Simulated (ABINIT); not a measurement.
# ZnS (F-43m) in ABINIT: settings compared, part 2 of 2

ABINIT 10.8.3 (patched build). The steps go on from the part before.

### 3 Single point, PBE-EpsX

File run.abi:

```
pp_dirpath "./"
pseudos "30_Zn_20_1.9_2.3_pbe_n_v1.0.psp8, 16_S_6_1.8_1.9_pbe_n_v1.0.psp8"

acell 3*1.0
rprim
     0.0000000000     5.1060399887     5.1060399887
     5.1060399887     0.0000000000     5.1060399887
     5.1060399887     5.1060399887     0.0000000000
ntypat 2
znucl 30 16
natom 2
typat 1 2
xred
     0.7500000000     0.7500000000     0.7500000000
     0.0000000000     0.0000000000     0.0000000000

ecut 30.0

kptopt 1
ngkpt 6 6 6
nshiftk 1
shiftk 0.0 0.0 0.0

ixc 41
hyb_mixing 0.1669
fockdownsampling 2 2 2

nband 15
occopt 1

nstep 60
diemac 6.0
toldfe 1.0e-7

iomode 3
prtwf 0
prtden 0
prteig 0
prtebands 0
enunit 1
```

Potentials or basis: SPMS NC PBE v1.0.

Command:

```bash
$ mpirun --bind-to none -np 4 abinit run.abi > log 2>&1
```

run.abo:

```text
.Version 10.8.3 of ABINIT
 Symmetries : space group F-4 3 m (#216); Bravais cF (face-center cubic)
================================================================================
 Values of the parameters that define the memory need of the present run
     intxc =       0    ionmov =       0      iscf =       7    lmnmax =       6
     lnmax =       6     mgfft =      36  mpssoang =       3    mqgrid =    3001
     natom =       2  nloc_mem =       1    nspden =       1   nspinor =       1
    nsppol =       1      nsym =      24    n1xccc =    2501    ntypat =       2
    occopt =       1   xclevel =       2
       mpw =        2114          nfft =       46656          nkpt =          16
================================================================================
================================================================================

--------------------------------------------------------------------------------
------------- Echo of variables that govern the present computation ------------
--------------------------------------------------------------------------------
 -outvars: echo values of preprocessed input variables --------
            acell      1.0000000000E+00  1.0000000000E+00  1.0000000000E+00 Bohr
              amu      6.53900000E+01  3.20660000E+01
           diemac      6.00000000E+00
             ecut      3.00000000E+01 Hartree
           enunit           1
 fockdownsampling           2       2       2
   hyb_mixing          1.6690000000E-01
              ixc          41
         kptrlatt        6    0    0      0    6    0      0    0    6
          kptrlen      4.33261860E+01
            natom           2
            nband          15
          nbandhf          13
            ngfft          36      36      36
             nkpt          16
           nkpthf          27
            nstep          60
             nsym          24
           ntypat           2
        optforces           0
        optstress           0
           prtden           0
        prtebands           0
           prteig           0
            prtwf           0
            rprim      0.0000000000E+00  5.1060399887E+00  5.1060399887E+00
                       5.1060399887E+00  0.0000000000E+00  5.1060399887E+00
                       5.1060399887E+00  5.1060399887E+00  0.0000000000E+00
          spgroup         216
           toldfe      1.00000000E-07 Hartree
            typat      1  2
          usefock           1
           xangst      4.0529999972E+00  4.0529999972E+00  4.0529999972E+00
                       0.0000000000E+00  0.0000000000E+00  0.0000000000E+00
            xcart      7.6590599831E+00  7.6590599831E+00  7.6590599831E+00
                       0.0000000000E+00  0.0000000000E+00  0.0000000000E+00
             xred      7.5000000000E-01  7.5000000000E-01  7.5000000000E-01
                       0.0000000000E+00  0.0000000000E+00  0.0000000000E+00
            znucl       30.00000   16.00000

================================================================================

 chkinp: Checking input parameters for consistency.

================================================================================
== DATASET  1 ==================================================================

--- !DatasetInfo
iteration_state: {dtset: 1, }
dimensions: {natom: 2, nkpt: 16, mband: 15, nsppol: 1, nspinor: 1, nspden: 1, mpw: 2114, }
cutoff_energies: {ecut:  30.0, pawecutdg:  -1.0, }
electrons: {nelect:   2.60000000E+01, charge:   0.00000000E+00, occopt:   1.00000000E+00, tsmear:   1.00000000E-02, }
meta: {optdriver: 0, ionmov: 0, optcell: 0, iscf: 7, paral_kgb: 0, }
...

 Exchange-correlation functional for the present dataset will be:
  PBE0 with alpha=0.25

 Real(R)+Recip(G) space primitive vectors, cartesian coordinates (Bohr,Bohr^-1):
 R(1)=  0.0000000  5.1060400  5.1060400  G(1)= -0.0979232  0.0979232  0.0979232
 R(2)=  5.1060400  0.0000000  5.1060400  G(2)=  0.0979232 -0.0979232  0.0979232
 R(3)=  5.1060400  5.1060400  0.0000000  G(3)=  0.0979232  0.0979232 -0.0979232
 Unit cell volume ucvol=  2.6624572E+02 bohr^3
 Angles (23,13,12)=  6.00000000E+01  6.00000000E+01  6.00000000E+01 degrees

 getcut: wavevector=  0.0000  0.0000  0.0000  ngfft=  36  36  36
         ecut(hartree)=     30.000   => boxcut(ratio)=   2.02198

--- Pseudopotential description ------------------------------------------------
- pspini: atom type   1  psp file is ./30_Zn_20_1.9_2.3_pbe_n_v1.0.psp8
    8   11    2    4       600   0.00000      pspcod,pspxc,lmax,lloc,mmax,r2well
    5.99000000000000    2.50000000000000    0.00000000000000   rchrg,fchrg,qchrg
     nproj     2     2     2
     extension_switch     1

- pspini: atom type   2  psp file is ./16_S_6_1.8_1.9_pbe_n_v1.0.psp8
    8   11    2    4       600   0.00000      pspcod,pspxc,lmax,lloc,mmax,r2well
    5.99000000000000    6.00000000000000    0.00000000000000   rchrg,fchrg,qchrg
     nproj     2     2     2
     extension_switch     1

   1.33403594E+03                                ecore*ucvol(ha*bohr**3)
--------------------------------------------------------------------------------

================================================================================

--- !BeginCycle
iteration_state: {dtset: 1, }
solver: {iscf: 7, nstep: 60, nline: 4, wfoptalg: 0, }
tolerances: {toldfe: 1.00E-07, }
...

     iter   Etot(hartree)      deltaE(h)  residm     vres2
 ETOT  1  -201.45978395624    -2.015E+02 2.528E-01 6.771E+03
 ETOT  2  -205.55120990939    -4.091E+00 8.074E-02 1.142E+04
 ETOT  3  -207.72675144823    -2.176E+00 4.731E-02 2.367E+03
 ETOT  4  -208.14132243672    -4.146E-01 3.990E-03 7.290E+02
 ETOT  5  -208.18562965891    -4.431E-02 3.103E-03 6.163E+02
 ETOT  6  -208.27200704019    -8.638E-02 4.442E-03 1.651E+02
 ETOT  7  -208.28690087882    -1.489E-02 1.409E-03 1.158E+02
 ETOT  8  -208.29590301587    -9.002E-03 5.728E-04 7.653E+01
 ETOT  9  -208.28607334670     9.830E-03 7.103E-04 1.370E+02
 ETOT 10  -208.30336638832    -1.729E-02 4.345E-04 4.539E+01
[... 4 lines left out ...]
 ETOT 15  -208.31349926980    -1.351E-04 6.520E-06 6.406E-01
 ETOT 16  -208.31361255031    -1.133E-04 1.061E-05 2.486E-02
 ETOT 17  -208.31358927082     2.328E-05 2.713E-06 3.379E-03
 ETOT 18  -208.31359050638    -1.236E-06 1.305E-06 1.119E-03
 ETOT 19  -208.31359166669    -1.160E-06 6.429E-07 7.564E-04
 ETOT 20  -208.31359226714    -6.004E-07 3.246E-07 4.547E-06
 ETOT 21  -208.31359339770    -1.131E-06 1.477E-07 4.782E-06
 ETOT 22  -208.31359363501    -2.373E-07 8.699E-08 1.831E-06
 ETOT 23  -208.31359360519     2.981E-08 4.105E-08 2.143E-07
 ETOT 24  -208.31359355900     4.619E-08 2.304E-08 1.148E-07

 At SCF step   24, etot is converged :
  for the second time, diff in etot=  4.619E-08 < toldfe=  1.000E-07

--- !ResultsGS
iteration_state: {dtset: 1, }
comment   : Summary of ground state results
lattice_vectors:
- [  0.0000000,   5.1060400,   5.1060400, ]
- [  5.1060400,   0.0000000,   5.1060400, ]
- [  5.1060400,   5.1060400,   0.0000000, ]
lattice_lengths: [   7.22103,    7.22103,    7.22103, ]
lattice_angles: [ 60.000,  60.000,  60.000, ] # degrees, (23, 13, 12)
lattice_volume:   2.6624572E+02
convergence: {deltae:  4.619E-08, res2:  1.148E-07, residm:  2.304E-08, diffor:  0.000E+00, }
etotal    :  -2.08313594E+02
entropy   :   0.00000000E+00
fermie    :   6.38834183E-02
cartesian_stress_tensor: null
pressure_GPa: null
xred      :
- [  7.5000E-01,   7.5000E-01,   7.5000E-01, Zn]
- [  0.0000E+00,   0.0000E+00,   0.0000E+00,  S]
cartesian_forces: null
force_length_stats: {min: null, max: null, mean: null, }
...

 Integrated electronic density in atomic spheres:
 ------------------------------------------------
 Atom  Sphere_radius  Integrated_density
    1        2.00000         18.13062810
    2        2.00000          3.96565920
================================================================================

 ----iterations are completed or convergence reached----

 Mean square residual over all n,k,spin=   97.610E-12; max=  23.044E-09
 reduced coordinates (array xred) for    2 atoms
       0.750000000000      0.750000000000      0.750000000000
       0.000000000000      0.000000000000      0.000000000000

 cartesian coordinates (angstrom) at end:
    1      4.05299999721958     4.05299999721958     4.05299999721958
    2      0.00000000000000     0.00000000000000     0.00000000000000
 length scales=  1.000000000000  1.000000000000  1.000000000000 bohr
              =  0.529177210544  0.529177210544  0.529177210544 angstroms
 Fermi (or HOMO) energy (eV) =   1.73836   Average Vxc (eV)=  -8.54355
 Eigenvalues (   eV  ) for nkpt=  16  k points:
 kpt#   1, nband= 15, wtk=  0.00463, kpt=  0.0000  0.0000  0.0000 (reduced coord)
-127.31169  -80.23469  -80.23469  -80.23469  -12.17560   -5.48840   -5.48840   -5.48839
  -5.01076   -5.01076    1.73836    1.73836    1.73836    5.15996    9.50462
 prteigrs : prtvol=0 or 1, do not print more k-points.

--- !EnergyTerms
iteration_state     : {dtset: 1, }
comment             : Components of total free energy in Hartree
kinetic             :  8.30315689014300E+01
hartree             :  8.13548930062638E+01
xc                  : -2.04767518203878E+01
Ewald energy        : -1.07297656401546E+02
psp_core            :  5.01054423244641E+00
local_psp           : -1.77327688224441E+02
non_local_psp+x     : -7.26085032527685E+01
total_energy        : -2.08313593559003E+02
...

--- !EnergyTermsDC
iteration_state     : {dtset: 1, }
comment             : '"Double-counting" decomposition of free energy'
band_energy         : -2.99432365232565E+01
Ewald energy        : -1.07297656401546E+02
psp_core            :  5.01054423244641E+00
xc_dc               : -7.60831965082474E+01
total_energy_dc     : -2.08313545200603E+02
...

== END DATASET(S) ==============================================================
================================================================================

 -outvars: echo values of variables after computation  --------
            acell      1.0000000000E+00  1.0000000000E+00  1.0000000000E+00 Bohr
           etotal     -2.0831359356E+02
            fcart      9.9999999999E+99  9.9999999999E+99  9.9999999999E+99
                       9.9999999999E+99  9.9999999999E+99  9.9999999999E+99
            rprim      0.0000000000E+00  5.1060399887E+00  5.1060399887E+00
                       5.1060399887E+00  0.0000000000E+00  5.1060399887E+00
                       5.1060399887E+00  5.1060399887E+00  0.0000000000E+00
           strten      9.9999999999E+99  9.9999999999E+99  9.9999999999E+99
                       9.9999999999E+99  9.9999999999E+99  9.9999999999E+99
           xangst      4.0529999972E+00  4.0529999972E+00  4.0529999972E+00
                       0.0000000000E+00  0.0000000000E+00  0.0000000000E+00
             xred      7.5000000000E-01  7.5000000000E-01  7.5000000000E-01
                       0.0000000000E+00  0.0000000000E+00  0.0000000000E+00
 Calculation completed.
```

Wall time 14 min (4 MPI ranks of Arm Neoverse V1, shared host); peak memory 0.32 GiB.

Results:

| Property | Result |
| --- | --- |
| Free energy | -5668.5017 eV |
| Band gap on the k mesh | 3.42 eV, direct |
| Valence electrons inside the program's atomic spheres | Zn 18.13; S 3.97 |

Caveat: exact exchange is summed on a coarse mesh, which widens gaps by tenths of an eV; the potentials were made for another functional, which shifts forces and pressure.

### 4 Comparison with measurements

Step 2. Measured high-frequency dielectric constant of ZnS: 5.14 (a printed reference work, monograph). This calculation gives 5.99 (+16.6 %).

Step 3. Against the measured gap of ZnS, 3.85 eV (direct; 19 K; quoted in “Electronic, vibrational, and thermodynamic properties of ZnS (zincblende and rocksalt structure)”, 2009, arxiv:0911.5022), the calculated 3.42 eV is off by -0.43 eV. The value is that of PBE-EpsX, without temperature or zero-point motion.
